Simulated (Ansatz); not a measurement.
## SnTe (Pm-3m), a sublattice moved along a line

Computed with DFT PBE+D3(BJ), scalar-relativistic, plane waves, PAW in Ansatz. Settings: plane waves to 420 eV, k-mesh 16×16×16 (Γ-centred), Gaussian smearing 0.15 eV. No spin polarisation. Energies are free energies at this smearing, counted from the undisturbed cell; pressure is positive in compression.

Reference structure (relaxed at this level; with this scan's settings it stands at -0.2 GPa; this CsCl-type form isn't the usual structure):

```
Sn Te
1.0
     3.82589    0.00000    0.00000
     0.00000    3.82589    0.00000
     0.00000    0.00000    3.82589
Sn Te
1 1
Direct
  0.00000 0.00000 0.00000
  0.50000 0.50000 0.50000
```

Every Sn atom is moved by x along the Cartesian unit vector (-0.577, -0.577, -0.577); the cell and all other atoms stay fixed. The cell is metallic on the mesh throughout.

| x (Å) | ΔE (meV/cell) | force along x on the moved atoms (eV/Å) | pressure (GPa) |
| --- | --- | --- | --- |
| -0.5000 | 86.5 | 0.73 | 3.8 |
| -0.2500 | 5.2 | 0.08 | 0.7 |
| 0.0000 | 0.0 | 0.00 | -0.2 |
| 0.3750 | 26.4 | -0.29 | 1.9 |

Cost: 4 runs of about 2.7 core-minutes in all, on Arm Neoverse V1 (shared hosts).